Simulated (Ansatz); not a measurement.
Crystal: HgSe.

```xyz
2
Lattice="0.0000 3.0390 3.0390 3.0390 0.0000 3.0390 3.0390 3.0390 0.0000" Properties=species:S:1:pos:R:3 pbc="T T T"
Hg    0.0000    0.0000    0.0000
Se    4.5585    4.5585    4.5585
```

| Property | Result |
| --- | --- |
| Program | Ansatz 0.2.0 |
| Task | relaxation of cell and atoms |
| Functional | revPBE |
| Potentials or basis | Ansatz PAW |
| Cutoff | 420 eV (not typed: the program's choice for these potentials) |
| k mesh | 8 × 8 × 8 |
| Occupations | fermi-dirac, width 0.05 eV |
| Spin | no spin polarisation |

At the start: volume 28.07 Å³/atom.

Task: Where does the relaxation end?

Result: It ends after 5 steps and the volume is 31.68 Å³/atom (+12.9 %); space group F-43m (No. 216, to 0.05 Å).

Step by step:
| step | energy change (eV) | largest force (eV/Å) | volume (Å³) |
| --- | --- | --- | --- |
| 1 | 0.0000 | 0.0000 | 56.13 |
| 2 | -0.1179 | 0.0000 | 64.95 |
| 3 | -0.1222 | 0.0000 | 63.73 |
| 4 | -0.1225 | 0.0000 | 63.36 |
| 5 | -0.1234 | 0.0000 | 63.36 |

Final structure:
```xyz
2
Lattice="0.0000 3.1643 3.1643 3.1643 0.0000 3.1643 3.1643 3.1643 0.0000" Properties=species:S:1:pos:R:3 pbc="T T T"
Hg    0.0000    0.0000    0.0000
Se    4.7464    4.7464    4.7464
```

Caveat: the plane-wave basis is chosen anew once the cell has moved, so the energies of steps on either side of that aren't comparable; the volume moved by +13 % from the deposited cell, more than functionals usually miss; the PAW data sets come from PBE, with cores solved anew for the run's functional, which leaves a small shift of forces and pressure.
